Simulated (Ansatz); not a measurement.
# SnTe (Fm-3m) in Ansatz: further runs

One crystal, SnTe, is run at these levels: PBE; tasks: relaxation of cell and atoms.

All numbers are computed with Ansatz 0.2.0; they aren't measurements. Logs are shortened: lines on timing, memory, paths and dates and some standing lists are left out, and cuts for length are marked.

## Step 1: Starting point

The structure is cubic, space group Fm-3m (No. 225). Conventional cell: a = 6.302 Å, b = 6.302 Å, c = 6.302 Å, α = 90.00°, β = 90.00°, γ = 90.00°. Te (site symmetry m-3m) is surrounded by 6 Sn at 3.15 Å. Sn (site symmetry m-3m) is surrounded by 6 Te at 3.15 Å.

## Step 2: Relaxation of cell and atoms, PBE, target pressure 2 GPa, at which the enthalpy is minimised

The input, input.yaml:

```yaml
crystal:
  lattice:
    - [0.0, 3.15085, 3.15085]
    - [3.15085, 0.0, 3.15085]
    - [3.15085, 3.15085, 0.0]
  atoms:
    - { symbol: Te, position: [0.5, 0.5, 0.5] }
    - { symbol: Sn, position: [0.0, 0.0, 0.0] }
hamiltonian:
  xc: pbe
  pseudopotentials: { kind: paw }
kpoints:
  mp_grid: { grid: [7, 7, 7] }
scf:
  occupations: { method: fermi_dirac, width: 0.05 }
output:
  forces: true
  stress: true
  eigenvalues: true
  write_density: true
  write_potential: true
  elf: true
  volumetric_format: npy
relax:
  f_tol: 0.01
  max_steps: 40
  cell: { stress_tol: 0.05, p_target: 2.0 }
```

Potentials or basis: Ansatz PAW.

Started as:

```console
> ansatz run input.yaml --threads 2 --pin off --max-ram 5632MiB --backend cpu --events-out ev --progress --plain --runs-dir out
```

Log:

```text
Warning: RAYON_NUM_THREADS=2 ignored (pool sized by the plan → 2); use --threads N
Engine: ansatz 0.2.0, aarch64-unknown-linux-gnu
Pseudopotentials: kind: paw
Pseudopotential: Te, paw, valence charge 16, recommended cutoff 420 eV (normal), Te.paw.azcp
Pseudopotential: Sn, paw, valence charge 14, recommended cutoff 420 eV (normal), Sn.paw.azcp
Functional definition: PBE
  parameter kappa = 0.804
  parameter beta = 0.06672455060314922
  exchange = pbe_x(kappa = kappa, mu = beta*pi^2/3)
  correlation = pbe_c(beta = beta)
Crystal: 2 atoms, lattice volume = 62.562 Å³
Basis set: ecut = 420 eV, 1243 PW (Γ), exchange–correlation on 60×60×60 points (8 copies of the dense FFT grid, shifted against one another)
Bands: 19, of which v1, the nominal top of the filled ones, is band 15 counted from 1 (14 counted from 0)
Symmetry: 48 space group operations
Space group: Fm-3m (ITA 225), of the structure as read, at distance tolerance 4.0e-5 Å
k-points: 20 of 343
Non-local potential: Te, projectors of the file, l = 0: 2, l = 1: 2, l = 2: 2, l = 3: 2
Non-local potential: Sn, projectors of the file, l = 0: 2, l = 1: 2, l = 2: 2, l = 3: 2
PAW form: soft (Blöchl's): semilocal exchange-correlation on the pseudo side does not see the compensation charge
PAW one-centre angular grid: Te, 590 points (default); XC on 64 Gauss nodes
PAW one-centre angular grid: Sn, 590 points (default); XC on 64 Gauss nodes
Initial density: superposition of atomic densities (neutral atoms: chi_scale 0, normalization atom), corrected by the library's trained network
Initial wavefunctions: pseudopotential atomic-orbital guess
Functional: x = pbe(κ = 0.804, μ = 0.2195149727645171), c = pbe(β = 0.06672455060314922)
SCF iter   1: F=—  HF=-13004.730374 eV  |F-HF|=—  |Δ(HF+E_count)|=         —  Δρ=5.41e-4  dr2=1.24e-4  ethr=1.77e-3  ⟨swp⟩=6.1  Hψ=1979  notcnv=0
preconditioner: auto → none  [insulator: Δε(μ)=0.662 eV  Ē_g=8.672 eV  σ=0.050 eV  W_gap=1.00  n_scr=14 (ndim 8)  ℏωp=14.8 eV  f_vac=0.009  D(μ)=0.00/eV (n_scr^D=0)  ε∞_Penn≈3.9]
SCF iter   2: F=—  HF=-13004.728780 eV  |F-HF|=—  |Δ(HF+E_count)|=   1.59e-3  Δρ=3.80e-4  dr2=7.06e-5  ethr=4.12e-7  ⟨swp⟩=3.0  Hψ=1002  notcnv=0
SCF iter   3: F=—  HF=-13004.728792 eV  |F-HF|=—  |Δ(HF+E_count)|=   1.22e-5  Δρ=1.58e-4  dr2=1.03e-5  ethr=2.35e-7  ⟨swp⟩=2.0  Hψ=592  notcnv=0
SCF iter   4: F=—  HF=-13004.728816 eV  |F-HF|=—  |Δ(HF+E_count)|=   2.39e-5  Δρ=5.27e-5  dr2=1.68e-6  ethr=3.43e-8  ⟨swp⟩=2.0  Hψ=682  notcnv=0
SCF iter   5: F=—  HF=-13004.728815 eV  |F-HF|=—  |Δ(HF+E_count)|=   8.44e-7  Δρ=2.35e-5  dr2=3.27e-7  ethr=5.58e-9  ⟨swp⟩=2.3  Hψ=667  notcnv=0
SCF iter   6: F=-13004.728815 eV  HF=-13004.728815 eV  |F-HF|=2.76e-8  |Δ(HF+E_count)|=   2.33e-7  Δρ=5.64e-6  dr2=1.84e-8  ethr=3.33e-10  ⟨swp⟩=10.2  Hψ=2832  notcnv=0
SCF 1 converged in 6 iterations: F = -13004.728815 eV  dr2 = 1.84e-8
relax step   1: F+E_penalty+E_count = -13004.72881508 eV  Δ(F+E_penalty+E_count) = +0.000e0 eV  max|allowed force component| = 1.834e-29 eV/Å  Δτ_max = 0.0000 Å  P = +2.227 GPa  Ω = 62.562 Å³  (6 SCF iters, dr2 threshold 1.00e-7 eV, accepted)
Crystal: 2 atoms, lattice volume = 62.978 Å³
Initial density: handed on by an earlier stage of this run
Initial wavefunctions: those handed on with the density
iter 1 solved again at ethr=2.81e-7 eV; its pass at ethr=3.10e-3 eV (dr2=8.42e-5 eV) is discarded
SCF iter   1: F=—  HF=-13004.734106 eV  |F-HF|=—  |Δ(HF+E_count)|=         —  Δρ=1.84e-4  dr2=4.67e-5  ethr=2.81e-7  ⟨swp⟩=3.0  Hψ=2370  notcnv=0
preconditioner: auto → none  [insulator: Δε(μ)=0.661 eV  Ē_g=8.640 eV  σ=0.050 eV  W_gap=1.00  n_scr=14 (ndim 8)  ℏωp=14.8 eV  f_vac=0.009  D(μ)=0.00/eV (n_scr^D=0)  ε∞_Penn≈3.9]
SCF iter   2: F=—  HF=-13004.734094 eV  |F-HF|=—  |Δ(HF+E_count)|=   1.16e-5  Δρ=8.88e-5  dr2=9.94e-6  ethr=1.56e-7  ⟨swp⟩=1.4  Hψ=389  notcnv=0
iter 3 did not close the SCF: its close was put off for the readings that it lacked (scf_convergence_deferred on its scf_iter line)
SCF iter   3: F=-13004.734093 eV  HF=-13004.734093 eV  |F-HF|=4.15e-8  |Δ(HF+E_count)|=   1.44e-6  Δρ=8.80e-6  dr2=2.14e-8  ethr=3.31e-8  ⟨swp⟩=2.0  Hψ=455  notcnv=0
iter 4 did not close the SCF: its close was put off for the readings that it lacked (scf_convergence_deferred on its scf_iter line)
[... 15 lines left out ...]
iter 5 did not close the SCF: its close was put off for the readings that it lacked (scf_convergence_deferred on its scf_iter line)
SCF iter   5: F=-13004.732594 eV  HF=-13004.732594 eV  |F-HF|=1.46e-11  |Δ(HF+E_count)|=  2.40e-10  Δρ=9.32e-8  dr2=1.18e-11  ethr=1.00e-12  ⟨swp⟩=2.0  Hψ=480  notcnv=0
SCF iter   6: F=-13004.732594 eV  HF=-13004.732594 eV  |F-HF|=3.64e-12  |Δ(HF+E_count)|=  3.64e-12  Δρ=2.81e-8  dr2=7.59e-13  ethr=1.00e-12  ⟨swp⟩=5.4  Hψ=1732  notcnv=0
SCF 3 converged in 6 iterations: F = -13004.732594 eV  dr2 = 7.59e-13
relax step   3: F+E_penalty+E_count = -13004.73259401 eV  Δ(F+E_penalty+E_count) = +1.499e-3 eV  max|allowed force component| = 3.129e-29 eV/Å  Δτ_max = 0.0000 Å  P = +1.999 GPa  Ω = 62.853 Å³  energy of the carried Pulay correction = -5.289e-5 eV  (6 SCF iters, accepted)
Initial wavefunctions: pseudopotential atomic-orbital guess (no wavefunctions were taken with the density)
iter 1 solved again at ethr=1.38e-7 eV; its pass at ethr=3.10e-3 eV (dr2=4.14e-5 eV) is discarded
SCF iter   1: F=—  HF=-13004.732652 eV  |F-HF|=—  |Δ(HF+E_count)|=         —  Δρ=4.47e-6  dr2=1.98e-9  ethr=1.38e-7  ⟨swp⟩=3.2  Hψ=3041  notcnv=0
eigensolver tolerance schedule: the retry pair's looser diagonalisation over-reported the residual by 20926.36 of it (diagonalisation noise at 13.48 of the residual, at the tolerance the schedule requests for it); recorded, not acted on — ethr = c·dr2/N_el stays at c = 1.0e-1
preconditioner: auto → none  [insulator: Δε(μ)=0.661 eV  Ē_g=8.649 eV  σ=0.050 eV  W_gap=1.00  n_scr=14 (ndim 8)  ℏωp=14.8 eV  f_vac=0.009  D(μ)=0.00/eV (n_scr^D=0)  ε∞_Penn≈3.9]
SCF iter   2: F=—  HF=-13004.732648 eV  |F-HF|=—  |Δ(HF+E_count)|=   3.76e-6  Δρ=2.06e-6  dr2=4.83e-10  ethr=6.59e-12  ⟨swp⟩=3.8  Hψ=983  notcnv=0
SCF iter   3: F=—  HF=-13004.732648 eV  |F-HF|=—  |Δ(HF+E_count)|=   1.51e-9  Δρ=6.39e-7  dr2=3.36e-11  ethr=1.61e-12  ⟨swp⟩=2.0  Hψ=480  notcnv=0
iter 4 did not close the SCF: its close was put off for the readings that it lacked (scf_convergence_deferred on its scf_iter line)
SCF iter   4: F=-13004.732648 eV  HF=-13004.732648 eV  |F-HF|=3.64e-12  |Δ(HF+E_count)|=  1.89e-10  Δρ=7.52e-8  dr2=1.92e-12  ethr=1.00e-12  ⟨swp⟩=1.0  Hψ=380  notcnv=0
iter 5 did not close the SCF: its close was put off for the readings that it lacked (scf_convergence_deferred on its scf_iter line)
SCF iter   5: F=-13004.732648 eV  HF=-13004.732648 eV  |F-HF|=3.64e-12  |Δ(HF+E_count)|=  1.82e-12  Δρ=5.70e-9  dr2=1.71e-14  ethr=1.00e-12  ⟨swp⟩=1.0  Hψ=380  notcnv=0
iter 6 did not close the SCF: its close was put off for the readings that it lacked (scf_convergence_deferred on its scf_iter line)
SCF iter   6: F=-13004.732648 eV  HF=-13004.732648 eV  |F-HF|=3.64e-12  |Δ(HF+E_count)|=  1.82e-12  Δρ=3.01e-9  dr2=2.84e-15  ethr=1.00e-12  ⟨swp⟩=1.0  Hψ=380  notcnv=0
iter 7 did not close the SCF: its close was put off for the readings that it lacked (scf_convergence_deferred on its scf_iter line)
SCF iter   7: F=-13004.732648 eV  HF=-13004.732648 eV  |F-HF|=0.00e0  |Δ(HF+E_count)|=  3.64e-12  Δρ=9.84e-10  dr2=6.59e-16  ethr=1.00e-12  ⟨swp⟩=1.0  Hψ=380  notcnv=0
SCF iter   8: F=-13004.732648 eV  HF=-13004.732648 eV  |F-HF|=1.82e-12  |Δ(HF+E_count)|=  1.82e-12  Δρ=1.59e-10  dr2=5.74e-18  ethr=1.00e-12  ⟨swp⟩=2.8  Hψ=1112  notcnv=0
SCF 4 converged in 8 iterations: F = -13004.732648 eV  dr2 = 5.74e-18
relax step   4: F+E_penalty+E_count = -13004.73264840 eV  Δ(F+E_penalty+E_count) = -5.440e-5 eV  max|allowed force component| = 7.573e-29 eV/Å  Δτ_max = 0.0000 Å  P = +1.999 GPa  Ω = 62.853 Å³  stress off target by 8.60e-4 GPa  SCF on the basis re-selected at this cell (its energy is not comparable with the rows above)  (8 SCF iters)
basis re-selected at this cell: Δ(F+E_penalty+E_count) = -5.440e-5 eV, ΔP = -0.000 GPa vs the last step (what re-selecting the basis moved, of the pressure what is left beyond the Pulay correction that the steps carried, after the strain that the cell walked since its last selection, with what the two solves' SCF thresholds leave and, on support functions, any second-order correction that the steps lacked; it is no measure of the basis error at this ecutwfc). This SCF's stress stands 8.60e-4 GPa from its target on what of the cell is left free (relax.cell.stress_tol is 5.00e-2 GPa) and its largest allowed force component is 7.57e-29 eV/Å (relax.f_tol is 1.00e-2 eV/Å): within both
SCF converged after 8 iterations
Free energy (F): -13004.732648 eV
Harris-Foulkes:  -13004.732648 eV  (|F-HF|=1.82e-12)
Internal energy: -13004.732578 eV  (E = F + TS)
E sigma→0 (E₀):  -13004.732613 eV
Entropy (-TS):   -0.000070 eV (-0.035 meV/atom)
Fermi energy:    9.689614 eV
--- Per-component energies (eV) ---
  E_band       = -355.366215
  E_kinetic    = 366.049752
  E_local      = -2159.736277  (includes V_loc(G=0)·N_el)
  E_nonlocal   = -343.025658
  E_hartree    = 1356.280884
  E_xc         = -507.730860
  E_vxc        = -200.958449  (∫ρ·V_xc dr)
  E_paw        = -8795.594790  (= ΣΔE_a)
  E_vpaw       = -730.257180  (= ΣTr[D̂ρ^β])
  E_aug_tail   = -0.000171  (compensation charges beyond the density's cutoff)
  E_ewald      = -2920.975458
  E_smearing   = -0.000070  (= −TS)
  E_closure    = 0.000000  (closes the sum)
  Σ components = -13004.732648   (vs F -13004.732648, Δ=0.00e0)
--- Forces (eV/Å), atoms counted from 1 ---
  atom   1  Te     0.00000000    -0.00000000     0.00000000
  atom   2  Sn    -0.00000000     0.00000000    -0.00000000
  max |Σ_I F_I| component: 1.35e-28 eV/Å
--- Stress (GPa, compression-positive) ---
        1.999140      -0.000000      -0.000000
       -0.000000       1.999140      -0.000000
       -0.000000      -0.000000       1.999140
  P = ⅓ Tr σ = 1.9991 GPa (19.991 kbar)
--- Band table (eV; the first three rows and the last of 20) ---
  k-point 0: bands = ["-27.4485", "-27.4485", "-27.4447", "-27.4447", "-27.4447", "-12.2874", "-12.2874", "-12.2828", "-12.2828", "-12.2828", "-3.1584", "4.9181", "7.4820", "7.4820", "7.4820", "12.9592", "12.9592", "12.9592", "14.3987"]
  k-point 1: bands = ["-27.4485", "-27.4485", "-27.4446", "-27.4445", "-27.4445", "-12.2884", "-12.2884", "-12.2825", "-12.2817", "-12.2817", "-2.9887", "4.0496", "7.5126", "7.5126", "8.0788", "12.1305", "12.1305", "12.1665", "14.3494"]
  k-point 2: bands = ["-27.4484", "-27.4484", "-27.4445", "-27.4443", "-27.4443", "-12.2910", "-12.2910", "-12.2819", "-12.2788", "-12.2788", "-2.5245", "2.5953", "7.6239", "7.6239", "8.8211", "10.9102", "10.9102", "10.9731", "15.0332"]
  k-point 19: bands = ["-27.4487", "-27.4481", "-27.4444", "-27.4440", "-27.4435", "-12.2994", "-12.2883", "-12.2808", "-12.2780", "-12.2730", "-1.5416", "2.1511", "4.6958", "5.4093", "8.3922", "10.8078", "13.7437", "14.6477", "14.8829"]
--- Relaxed structure (3 steps of the walk, 3 accepted, 1 SCFs on fresh bases) ---
  F+E_penalty+E_count = -13004.73264840 eV   max|allowed force component| = 7.573e-29 eV/Å   (the final SCF, on the basis selected at the relaxed cell)
  cell:  # Å, volume = 62.8529 Å³
    - [1.9744566627470413e-34, 3.155720392705952, 3.155720392705952]
    - [3.155720392705952, 2.2292252643918205e-34, 3.155720392705952]
    - [3.155720392705952, 3.155720392705952, 1.974456662747041e-34]
  atoms:
    - { symbol: Te, position: [0.49999999999999994, 0.49999999999999994, 0.49999999999999994] }
    - { symbol: Sn, position: [2.387661693311312e-37, -7.958872310218423e-37, -1.591774462362325e-37] }
```

Run time: 3.5 s. Hardware: 2 threads of Arm Neoverse V2, shared host; peak memory 0.34 GiB.

What came out:

| Item | Value |
| --- | --- |
| Free energy | -13004.7326 eV |
| Relaxed volume | 31.43 Å³/atom |
| Relaxed cell | a = 4.463 Å, b = 4.463 Å, c = 4.463 Å, α = 60.00°, β = 60.00°, γ = 60.00° |
| Space group after relaxing (to 0.05 Å) | Fm-3m (No. 225) |
| Energy change on relaxing (the enthalpy is what falls) | -1.9 meV/atom |
| Ionic steps | 4 |
| Pressure after relaxing | 2.0 GPa |

Step by step:
```
step  energy change (eV)  largest force (eV/Å)  volume (Å³)
   1              0.0000                0.0000        62.56
   2             -0.0053                0.0000        62.98
   3             -0.0038                0.0000        62.85
   4             -0.0038                0.0000        62.85
```

Final structure:
```
Te Sn
1.0
     0.00000    3.15572    3.15572
     3.15572    0.00000    3.15572
     3.15572    3.15572    0.00000
Te Sn
1 1
Direct
  0.50000 0.50000 0.50000
  0.00000 0.00000 0.00000
```

Levels at points of the mesh, in eV from the Fermi level:
```csv
k point,band 13,band 14,band 15,band 16,band 17,band 18
"(0.00, 0.00, 0.00)",-2.21,-2.21,-2.21,3.27,3.27,3.27
```

Caveat: this odd mesh misses L, where the gap lies, so gap, dielectric constants and Born charges aren't listed; the plane-wave basis is chosen anew once the cell has moved, so the energies of steps on either side of that aren't comparable. PBE usually gives volumes a little too large and moduli too small.

## Step 3: Relaxation of cell and atoms, PBE, target pressure 5 GPa, at which the enthalpy is minimised

input.yaml, as its differences from that of step 2:

```diff
@@ -19,6 +19,2 @@
   eigenvalues: true
-  write_density: true
-  write_potential: true
-  elf: true
-  volumetric_format: npy
 relax:
@@ -26,2 +22,2 @@
   max_steps: 40
-  cell: { stress_tol: 0.05, p_target: 2.0 }
+  cell: { stress_tol: 0.05, p_target: 5.0 }
```

Potentials or basis: Ansatz PAW.

Started as:

```console
> ansatz run input.yaml --threads 2 --pin off --max-ram 5632MiB --backend cpu --events-out ev --progress --plain --runs-dir out
```

It took 3.9 s on 2 threads of Arm Neoverse V2, shared host; peak memory 0.33 GiB.

It converged, with:

```yaml
Free_energy: -13004.6613 eV
Relaxed_volume: 29.76 Å³/atom
Relaxed_cell: a = 4.382 Å, b = 4.382 Å, c = 4.382 Å, α = 60.00°, β = 60.00°, γ = 60.00°
Space_group_after_relaxing_to_0.05_Å: Fm-3m (No. 225)
Energy_change_on_relaxing_the_enthalpy_is_what_falls: +33.8 meV/atom
Ionic_steps: 5
Pressure_after_relaxing: 5.0 GPa
```

Step by step:
```csv
step,energy change (eV),largest force (eV/Å),volume (Å³)
1,0.0000,0.0000,62.56
2,0.1369,0.0000,57.64
3,0.0626,0.0000,59.66
4,0.0670,0.0000,59.51
5,0.0675,0.0000,59.51
```

Final structure:
```xyz
2
Lattice="0.0000 3.0988 3.0988 3.0988 0.0000 3.0988 3.0988 3.0988 0.0000" Properties=species:S:1:pos:R:3 pbc="T T T"
Te    3.0988    3.0988    3.0988
Sn    0.0000    0.0000    0.0000
```

Levels at points of the mesh, in eV from the Fermi level:
```tsv
k point	band 12	band 13	band 14	band 15	band 16	band 17	band 18	band 19
(0.00, 0.00, 0.00)	-4.55	-2.37	-2.37	-2.37	3.38	3.38	3.38	4.60
```

Caveat: this odd mesh misses L, where the gap lies, so gap, dielectric constants and Born charges aren't listed; the plane-wave basis is chosen anew once the cell has moved, so the energies of steps on either side of that aren't comparable. The run has no spin-orbit coupling, so splittings on Te are missing.

## Step 4: Relaxation of cell and atoms, PBE, target pressure 10 GPa, at which the enthalpy is minimised

input.yaml, as its differences from that of step 3:

```diff
@@ -19,2 +19,6 @@
   eigenvalues: true
+  write_density: true
+  write_potential: true
+  elf: true
+  volumetric_format: npy
 relax:
@@ -22,2 +26,2 @@
   max_steps: 40
-  cell: { stress_tol: 0.05, p_target: 5.0 }
+  cell: { stress_tol: 0.05, p_target: 10.0 }
```

Started as:

```console
> ansatz run input.yaml --threads 2 --pin off --max-ram 5632MiB --backend cpu --events-out ev --progress --plain --runs-dir out
```

Wall time 4.1 s (2 threads of Arm Neoverse V2, shared host); peak memory 0.34 GiB.

Results (log left out):

```
Free energy                                            : -13004.4771 eV
Relaxed volume                                         : 27.75 Å³/atom
Relaxed cell                                           : a = 4.281 Å, b = 4.281 Å, c = 4.281 Å, α = 60.00°, β = 60.00°, γ = 60.00°
Space group after relaxing (to 0.05 Å)                 : Fm-3m (No. 225)
Energy change on relaxing (the enthalpy is what falls) : +125.9 meV/atom
Ionic steps                                            : 5
Pressure after relaxing                                : 10.0 GPa
```

Step by step:
```tsv
step	energy change (eV)	largest force (eV/Å)	volume (Å³)
1	0.0000	0.0000	62.56
2	0.3652	0.0000	53.85
3	0.2319	0.0000	55.79
4	0.2504	0.0000	55.49
5	0.2517	0.0000	55.49
```

Final structure:
```yaml
crystal:
  lattice:
    - [0.00000, 3.02734, 3.02734]
    - [3.02734, 0.00000, 3.02734]
    - [3.02734, 3.02734, 0.00000]
  atoms:
    - { symbol: Te, position: [0.50000, 0.50000, 0.50000] }
    - { symbol: Sn, position: [0.00000, 0.00000, 0.00000] }
```

Levels at points of the mesh, in eV from the Fermi level:
```csv
k point,band 12,band 13,band 14,band 15,band 16,band 17,band 18,band 19
"(0.00, 0.00, 0.00)",-4.19,-2.53,-2.53,-2.53,3.56,3.56,3.56,4.51
```

Caveat: this odd mesh misses L, where the gap lies, so gap, dielectric constants and Born charges aren't listed; the plane-wave basis is chosen anew once the cell has moved, so the energies of steps on either side of that aren't comparable. Spin-orbit coupling is left out, which matters for the levels of Te.

[end of part 1 of 2]
